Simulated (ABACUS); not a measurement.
# Ag: equation of state with r2SCAN

Crystal: Ag.

```xyz
1
Lattice="0.0000 2.0427 2.0427 2.0427 0.0000 2.0427 2.0427 2.0427 0.0000" Properties=species:S:1:pos:R:3 pbc="T T T"
Ag    0.0000    0.0000    0.0000
```

* Program: ABACUS 3.10.1
* Task: equation of state
* Functional: r2SCAN
* Potentials or basis: SG15 ONCV 1.2 PBE
* Cutoff: 1293 eV
* Density cutoff: 5170 eV
* Basis: plane waves
* k mesh: 7 × 7 × 7
* Occupations: fermi-dirac, width 0.05 eV
* Spin: no spin polarisation

```json
{
 "Equilibrium volume": "17.04 Å³/atom",
 "Bulk modulus": "110 GPa",
 "Pressure derivative of the bulk modulus": "5.7 (rough: it moves with the points fitted)"
}
```

Energy against volume, from the lowest point:
```tsv
volume (Å³/atom)	energy (meV/atom)
16.025	21.65
16.707	0.05
17.389	0.00
18.071	16.44
```

All runs of the series together: 47 s on 4 threads of AMD EPYC 7R43 64-Core Processor (Zen 3), on a shared host.

Caveat: the k mesh is coarse (spacing up to 0.38 Å⁻¹), so the values aren't converged; the potentials were made for another functional, which shifts forces and pressure.
